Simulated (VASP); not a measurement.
Set up this calculation in VASP 6.6.1, as the native input.

```yaml
Task: single point
Functional: PBE-based screened hybrid
Potentials_or_basis: VASP PAW PBE potentials, release 64 (Al, N)
Cutoff: 520 eV
k_mesh: 5 × 5 × 3
Occupations: gaussian, width 0.01 eV
Spin: no spin polarisation
Dipole_correction: no
Exchange_at_q_=_0: truncated
Grid_for_exact_exchange_PRECFOCK: Normal
Share_of_exact_exchange: 0.3
Screening_parameter: 0.20787
Further_INCAR_settings: ALGO = Normal; EDIFF = 1e-07; NBANDS = 16
```

The system is AlN.

```
Al N
1.0
     3.11300    0.00000    0.00000
    -1.55650    2.69594    0.00000
     0.00000    0.00000    4.98100
Al N
2 2
Direct
  0.33333 0.66667 0.00000
  0.66667 0.33333 0.50000
  0.33333 0.66667 0.38000
  0.66667 0.33333 0.88000
```

The input as run:

POSCAR

```
AlN
1.0
    3.1130000000      0.0000000000      0.0000000000
   -1.5565000000      2.6959400000      0.0000000000
    0.0000000000      0.0000000000      4.9810000000
Al N
2 2
Direct
    0.3333333333      0.6666666667      0.0000000000
    0.6666666667      0.3333333333      0.5000000000
    0.3333333333      0.6666666667      0.3800000000
    0.6666666667      0.3333333333      0.8800000000
```

INCAR.step1

```
SYSTEM = AlN
PREC = Accurate
ENCUT = 520
EDIFF = 1E-5
ISMEAR = 0
SIGMA = 0.01
LREAL = .FALSE.
LASPH = .TRUE.
NELM = 100
ALGO = Normal
ISIF = 2
LWAVE = .TRUE.
LCHARG = .FALSE.
NBANDS = 16
GGA = PE
```

INCAR.step2

```
SYSTEM = AlN
PREC = Accurate
ENCUT = 520
EDIFF = 1E-7
ISMEAR = 0
SIGMA = 0.01
LREAL = .FALSE.
LASPH = .TRUE.
NELM = 100
ALGO = Normal
ISIF = 2
LWAVE = .FALSE.
LCHARG = .FALSE.
GGA = PE
LHFCALC = .TRUE.
AEXX = 0.3
HFSCREEN = 0.20786987370883472
PRECFOCK = Normal
NBANDS = 16
ISTART = 1
```

KPOINTS

```
regular mesh
0
G
  5 5 3
  0 0 0
```

Potentials or basis: VASP PAW PBE potentials, release 64 (Al, N).

Launch:

```bash
$ cat potpaw_PBE.64/Al/POTCAR potpaw_PBE.64/N/POTCAR > POTCAR
$ cp INCAR.step1 INCAR
$ mpirun -np 1 vasp_std > vasp.out
$ cp INCAR.step2 INCAR
$ mpirun -np 1 vasp_std > vasp.out
```

Results of the run:

```json
{
  "Pressure": "-2.8 GPa",
  "Largest force": "0.129 eV/Å",
  "Band gap on the k mesh": "5.85 eV, direct"
}
```

Caveat: the k mesh is coarse (spacing up to 0.47 Å⁻¹), so the values aren't converged; the PAW data sets were made with another functional, which shifts forces and pressure a little.

Run time: 3.3 min on 1 thread of Intel(R) Xeon(R) 6975P-C (Granite Rapids), on a shared host, peak memory 0.25 GiB.
